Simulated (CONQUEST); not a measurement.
## Ge under changes of volume

One of the cells (22.639 Å³/atom); the others are scaled copies at fixed shape and fractional positions:

```xyz
4
Lattice="4.0007 0.0000 0.0000 0.0000 4.0007 0.0000 0.0000 0.0000 5.6578" Properties=species:S:1:pos:R:3 pbc="T T T"
Ge    0.0000    2.0003    1.4145
Ge    2.0003    0.0000    4.2434
Ge    0.0000    0.0000    2.8289
Ge    2.0003    2.0003    0.0000
```

* Program: CONQUEST 1.3
* Functional: PBEsol
* Potentials or basis: PseudoDojo NC PBEsol, DZP, grid of 40 × 40 × 60 points
* k mesh: 7 × 7 × 5
* Occupations: fermi-dirac, width 0.05 eV
* Spin: no spin polarisation

| volume (Å³/atom) | energy over the lowest point (meV/atom) | pressure (GPa) |
| --- | --- | --- |
| 21.281 | ? | ? |
| 21.733 | 16.15 | 4.4 |
| 22.186 | 6.55 | 2.6 |
| 22.639 | 1.33 | 1.2 |
| 23.092 | 0.00 | -0.2 |
| 23.545 | 2.35 | -1.6 |
| 23.997 | 8.93 | -2.8 |

Q: What does the run at 21.281 Å³/atom give?

A: Energy over the lowest point 31.70 meV/atom; pressure 6.4 GPa.

Worked out: A Birch-Murnaghan fit of order 3 (a polynomial in V^(-2/3)) to the other rows has its minimum at 23.02 Å³/atom with B0 = V·E''(V) = 71 GPa (rough, since the energies scatter). It gives 29.65 meV/atom at 21.281 Å³/atom, against the run's 31.70, and -dE/dV = 5.5 GPa, against 6.4.

Energies are extrapolated to zero smearing.

Caveats: the basis of atomic orbitals isn't converged, which shifts pressures, moduli and gaps; the real-space grid breaks the cell's symmetry a little (some runs).
